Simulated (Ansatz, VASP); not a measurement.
Two plane-wave programs on GaN

```
Ga N
1.0
     3.15180    0.00000    0.00000
    -1.57590    2.72954    0.00000
     0.00000    0.00000    5.13848
Ga N
2 2
Direct
  0.66667 0.33333 0.49930
  0.33333 0.66667 0.99930
  0.66667 0.33333 0.87570
  0.33333 0.66667 0.37570
```

Alike in both runs: functional LDA; k mesh 12 × 12 × 6; occupations gaussian, width 0.02 eV; no spin polarisation.

Ansatz relaxed the structure, and its values are those at the end. VASP's run is a single point on that final structure, the one shown.

|  | VASP | Ansatz |
| --- | --- | --- |
| version | VASP 6.6.1 | Ansatz 0.2.0 |
| potentials or method | VASP PAW LDA potentials, release 64 (Ga_d, N) | scalar-relativistic, plane waves, PAW |
| plane-wave cutoff (eV) | 520 | 420 |
| valence electrons in the cell | 36 | 36 |

|  | VASP | Ansatz | Ansatz less VASP |
| --- | --- | --- | --- |
| gap on the k mesh at the Fermi level (eV) | 2.15 | 2.13 | -0.017 |
| least direct gap on the mesh (eV) | 2.15 | 2.13 | -0.017 |
| pressure (GPa) | 1.1 | 0.0 | -1.12 |

A hybrid or GW would open this gap; LDA tends to underestimate it.
